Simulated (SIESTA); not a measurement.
# InPd under changes of volume

One of the cells (17.513 Å³/atom); the others are scaled copies at fixed shape and fractional positions:

```
In Pd
1.0
     3.27188    0.00000    0.00000
     0.00000    3.27188    0.00000
     0.00000    0.00000    3.27188
In Pd
1 1
Direct
  0.00000 0.00000 0.00000
  0.50000 0.50000 0.50000
```

The cell comes from a database or a generator and needn't be the stable form of this composition.

| Item | Value |
| --- | --- |
| Program | SIESTA 5.4.2 |
| Functional | LDA |
| Potentials or basis | PseudoDojo 0.4 standard (LDA files) |
| Basis | DZP (energy shift 0.003 Ry; two zetas on semicore shells) |
| Grid cutoff | 800 Ry |
| Energy shift | 0.003 Ry |
| k mesh | 8 × 8 × 8 |
| Occupations | fermi-dirac, width 0.05 eV |
| Spin | no spin polarisation |

| volume (Å³/atom) | energy over the lowest point (meV/atom) | pressure (GPa) |
| --- | --- | --- |
| 16.462 | 0.58 | 2.0 |
| 16.813 | 0.00 | -1.4 |
| 17.163 | ? | ? |
| 17.513 | 18.72 | -6.9 |
| 17.863 | 36.18 | -9.0 |
| 18.214 | 58.19 | -11.0 |
| 18.564 | 84.10 | -12.6 |

Question: What does the run at 17.163 Å³/atom give?

Answer: Energy over the lowest point 6.36 meV/atom; pressure -4.4 GPa.

Worked out: A Birch-Murnaghan fit of order 3 (a polynomial in V^(-2/3)) to the other rows has its minimum at 16.66 Å³/atom with B0 = V·E''(V) = 159 GPa and B' = 5.7. It gives 6.37 meV/atom at 17.163 Å³/atom, against the run's 6.36, and -dE/dV = -4.3 GPa, against -4.4.

Energies are extrapolated to zero smearing.

Caveats: the basis of atomic orbitals isn't converged, which shifts pressures, moduli and gaps.
